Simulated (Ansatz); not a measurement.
# BN: the cost of one run

Program: Ansatz 0.2.0. Level of theory: DFT PBE+D3(BJ), scalar-relativistic, plane waves, PAW. These are calculated values, not measurements.

5 further runs of the same task are left out: 5 set aside as unsound or not needed.

### 1 The structure to begin with

Symmetry: Fmm2, No. 42, orthorhombic system. Conventional cell: a = 2.508 Å, b = 6.673 Å, c = 4.338 Å, α = 90.00°, β = 90.00°, γ = 90.00°. B (site symmetry mm2) has 3 N at 1.45 Å as nearest neighbours. N (site symmetry mm2) is surrounded by 3 B at 1.45 Å.

As a file:

```xyz
2
Lattice="0.0000 3.3365 2.1688 1.2538 0.0000 2.1688 1.2538 3.3365 0.0000" Properties=species:S:1:pos:R:3 pbc="T T T"
B     1.2538    3.3365    0.0005
N     1.2538    3.3365    2.8914
```

It goes back to an entry of the Materials Project, which need not be the stable form.

It is the result of an earlier relaxation at this level (volume 9.07 Å³/atom; gap on the mesh: 3.66 eV).

### 2 Phonons at the zone centre

input.yaml

```yaml
crystal:
  lattice:
    - [0.0, 3.3364789381, 2.1688078532]
    - [1.2538423048, 0.0, 2.1688078532]
    - [1.2538423048, 3.3364789381, 0.0]
  atoms:
    - { symbol: B, position: [0.0001075953, 0.0001075953, 0.9998924047] }
    - { symbol: "N", position: [0.6665923947, 0.6665923947, 0.3334076053] }
basis:
  ecutwfc: 420
kpoints:
  mp_grid: { grid: [12, 12, 12] }
hamiltonian:
  xc: pbe
  dispersion: d3bj
scf:
  occupations: { method: fixed }
output:
  eigenvalues: true
phonons:
  method: dfpt
  dielectric: true
  rigid_motions: translations
  eigenvectors: true
```

The run is started by

```sh
$ ansatz run input.yaml --threads 1 --pin off --max-ram 3072MiB --backend cpu --events-out ev --progress --plain --runs-dir out
```

**Question.** How long does this run take on 1 thread of Intel Xeon Platinum 8259CL at 2.50GHz (Skylake/Cascade Lake), shared host, and how much memory does it need?

About 1.8 min, with a peak of 0.75 GiB.
